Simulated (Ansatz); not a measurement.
# Ta2C: equation of state with LDA

The system is Ta2C.

```
CELL_PARAMETERS angstrom
3.10590 0.00000 0.00000
-1.55295 2.68979 0.00000
0.00000 0.00000 4.94640
ATOMIC_POSITIONS crystal
Ta 0.66667 0.33333 0.74799
Ta 0.33333 0.66667 0.25201
C 0.00000 0.00000 0.00000
```

```yaml
Program: Ansatz 0.2.0
Task: equation of state
Functional: LDA
Potentials_or_basis: Ansatz PAW
Cutoff: 420 eV
Density_cutoff: 1680 eV
k_mesh: 10 × 10 × 6
Occupations: fermi-dirac, width 0.05 eV
Spin: no spin polarisation
```

The equilibrium volume is 13.38 Å³/atom. The bulk modulus at fixed shape and positions is 302 GPa and the pressure derivative of the bulk modulus is 4.1.

Energy against volume, from the lowest point:
```
volume (Å³/atom)  energy (meV/atom)
          12.948              12.83
          13.223               0.73
          13.499               0.00
          13.774               9.51
          14.050              28.23
          14.325              55.24
          14.601              89.70
```

All runs of the series together: 4.4 s on 2 threads of AMD EPYC 9R45 96-Core Processor (Zen 5) (shared host).

Caveat: the cell was scaled at fixed shape and fractional positions, which overstates the stiffness of a crystal with free parameters, most of all of layers and chains. The run has no spin-orbit coupling, so splittings on Ta are missing.
